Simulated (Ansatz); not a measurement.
# Sensitivity of the gradients in ZnF2 with a Zn vacancy to the input

Cell: a supercell of ZnF2 (rutile type, P4_2/mnm) built from a computed structure from the Materials Project (it need not be an observed phase), with all atoms left at the host's positions.

```cif
data_structure
_symmetry_space_group_name_H-M 'P 1'
_symmetry_Int_Tables_number 1
_cell_length_a 6.6510
_cell_length_b 6.6510
_cell_length_c 9.3987
_cell_angle_alpha 90.000
_cell_angle_beta 90.000
_cell_angle_gamma 90.000
_cell_volume 415.75
loop_
_atom_site_label
_atom_site_type_symbol
_atom_site_fract_x
_atom_site_fract_y
_atom_site_fract_z
_atom_site_occupancy
Zn1 Zn 0.50000 0.00000 0.50000 1
Zn2 Zn 0.50000 0.00000 0.83333 1
Zn3 Zn 0.00000 0.50000 0.16667 1
Zn4 Zn 0.00000 0.50000 0.50000 1
Zn5 Zn 0.00000 0.50000 0.83333 1
Zn6 Zn 0.00000 0.00000 0.00000 1
Zn7 Zn 0.00000 0.00000 0.33333 1
Zn8 Zn 0.00000 0.00000 0.66667 1
Zn9 Zn 0.50000 0.50000 0.00000 1
Zn10 Zn 0.50000 0.50000 0.33333 1
Zn11 Zn 0.50000 0.50000 0.66667 1
F12 F 0.69686 0.00000 0.00000 1
F13 F 0.69686 0.00000 0.33333 1
F14 F 0.69686 0.00000 0.66667 1
F15 F 0.19686 0.50000 0.00000 1
F16 F 0.19686 0.50000 0.33333 1
F17 F 0.19686 0.50000 0.66667 1
F18 F 0.50000 0.69686 0.16667 1
F19 F 0.50000 0.69686 0.50000 1
F20 F 0.50000 0.69686 0.83333 1
F21 F 0.00000 0.19686 0.16667 1
F22 F 0.00000 0.19686 0.50000 1
F23 F 0.00000 0.19686 0.83333 1
F24 F 0.30314 0.00000 0.00000 1
F25 F 0.30314 0.00000 0.33333 1
F26 F 0.30314 0.00000 0.66667 1
F27 F 0.80314 0.50000 0.00000 1
F28 F 0.80314 0.50000 0.33333 1
F29 F 0.80314 0.50000 0.66667 1
F30 F 0.50000 0.30314 0.16667 1
F31 F 0.50000 0.30314 0.50000 1
F32 F 0.50000 0.30314 0.83333 1
F33 F 0.00000 0.80314 0.16667 1
F34 F 0.00000 0.80314 0.50000 1
F35 F 0.00000 0.80314 0.83333 1
```

Atom numbers follow the list; atoms alike are taken as one site, whose name carries the number of the first.

Reference run. Computed with Ansatz: DFT, PBE, plane waves and PAW, scalar-relativistic, collinear spin, 420 eV cutoff, Γ-centred 3×3×2 k-points, Fermi–Dirac smearing 0.01 eV. Start moments as typed (μB): 0 0 0 0 0 0 0 0 0 0 0 0.5 0.5 0 0 0 0 0.5 0 0 0 0 0 0.5 0.5 0 0 0 0 0.5 0 0 0 0 0 by atom.

Question: The input is changed as follows: `kpoints.mp_grid.grid`: [3, 3, 2] → [1, 1, 1]. What happens to V_zz (10²¹ V/m²) and η?

Answer: 

| site | atom | V_zz reference | η reference | V_zz changed | η changed |
| --- | --- | --- | --- | --- | --- |
| Zn1 | 1 | 2.29 | 0.42 | -2.51 | 0.36 |
| Zn3 | 3 | -1.16 | 0.85 | 0.55 | 0.84 |
| Zn4 | 4 | 1.71 | 0.38 | 1.21 | 0.62 |
| Zn6 | 6 | 2.67 | 0.70 | 0.90 | 0.81 |
| Zn8 | 8 | 2.14 | 0.49 | 1.43 | 0.67 |
| Zn9 | 9 | -3.01 | 0.96 | -2.09 | 0.62 |
| Zn11 | 11 | 1.93 | 0.09 | 1.26 | 0.10 |
| F12 | 12 | 15.81 | 0.38 | 9.56 | 0.95 |
| F14 | 14 | -9.43 | 0.47 | -9.96 | 0.25 |
| F15 | 15 | -9.42 | 0.42 | -10.09 | 0.49 |
| F18 | 18 | 14.20 | 0.95 | -13.98 | 0.98 |
| F21 | 21 | -11.35 | 0.27 | -11.14 | 0.60 |

The largest change of V_zz along a kept axis is on F12, from 15.81 to 9.56. In per cent, |V_zz| changes by -33 to -30 on Zn, -40 to +7 on F (all sites that start above 2, bar those whose gradient vanishes or changes sign or whose main axis turns by over 40°). Where |V_zz| stays above 0.1 and the axes keep their order, η moves most on F12, from 0.38 to 0.95. On Zn8, Zn11, Zn4 V_xx and V_yy change places (or their axes turn by over 50°), so the two values of η hide a larger change. On F18, Zn6, Zn1, Zn3 the largest principal value lies along another axis in the second run, so the two V_zz can't be compared directly. The table leaves out 3 of the 15 sites, with |V_zz| up to 9.86; their tensors move by 1.19 at most along any direction. The statements above cover all sites. SCF iterations: 29 and 33. New warnings: stability check not made. In the changed run the k-mesh is coarser than the standard one, so its values aren't converged ones.

On the reference run: The defect repeats with the cell of 35 atoms, so it feels its images: sites between two images don't show the values beside a lone defect, and zeros or small values of η there can come from the images' arrangement. F and Zn carry a gradient in the pure host already, so the values there aren't the defect's effect alone. The defect cell has no gap above 0.1 eV on its mesh, so the values can hang on the smearing and the k-mesh. The neighbours have not yet relaxed around the defect (largest force 1.4 eV/Å), so a real crystal will differ.
